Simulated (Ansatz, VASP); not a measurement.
Given: the input of a run of VASP 6.6.1 on Mg.

Contents of INCAR:

```
PREC = Accurate
ENCUT = 520
EDIFF = 1E-7
ISMEAR = -1
SIGMA = 0.05
LREAL = F
LASPH = T
NELM = 60
ALGO = Fast
ISIF = 2
LWAVE = F
LCHARG = F
NBANDS = 9
```

File KPOINTS:

```
regular mesh
0
Gamma
  10 10 5
```

File POSCAR:

```
Mg
1.0
    3.1877604248      0.0000000000      0.0000000000
   -1.5938802124      2.7606815091      0.0000000000
    0.0000000000      0.0000000000      5.1753304900
Mg
2
Direct
    0.6666666667      0.3333333333      0.7500000000
    0.3333333333      0.6666666667      0.2500000000
```

Potentials or basis: VASP PAW LDA potentials, release 64 (Mg).

The run is started by

```bash
$ cat potpaw_LDA.64/Mg/POTCAR > POTCAR
$ mpirun -np 1 vasp_std > vasp.out
```

Q: Translate it to Ansatz 0.2.0. Potentials there: all-electron LAPW, scalar-relativistic.

A: As run (the cutoff follows the program's own potentials):

Contents of input.yaml:

```yaml
crystal:
  lattice:
    - [3.1877604248, 0.0, 0.0]
    - [-1.5938802124, 2.7606815091, 0.0]
    - [0.0, 0.0, 5.17533049]
  atoms:
    - { symbol: Mg, position: [0.6666666667, 0.3333333333, 0.75] }
    - { symbol: Mg, position: [0.3333333333, 0.6666666667, 0.25] }
kpoints:
  mp_grid: { grid: [10, 10, 5] }
scf:
  occupations: { method: fermi_dirac, width: 0.05 }
hamiltonian:
  xc: lda
  pseudopotentials: { kind: all_electron, lapw: { basis_error: 0.001 } }
output:
  forces: true
  stress: true
  eigenvalues: true
```

Potentials or basis: all-electron LAPW, scalar-relativistic.

Run with:

```sh
$ ansatz run input.yaml --threads 1 --pin off --max-ram 3072MiB --backend cpu --events-out ev --progress --plain --runs-dir out
```

Both were run:

|  | VASP | Ansatz | Ansatz less VASP |
| --- | --- | --- | --- |
| gap on the k mesh at the Fermi level (eV) | none | none | - |
| pressure (GPa) | -2.1 | -1.8 | +0.35 |
| largest component of the traceless stress (GPa) | 0.85 | 0.86 | +0.007 |

A gap of «none» marks a metal or a gap that the smearing closes. Ansatz ran all-electron here, so the differences hold the error of VASP's frozen core and of both bases.
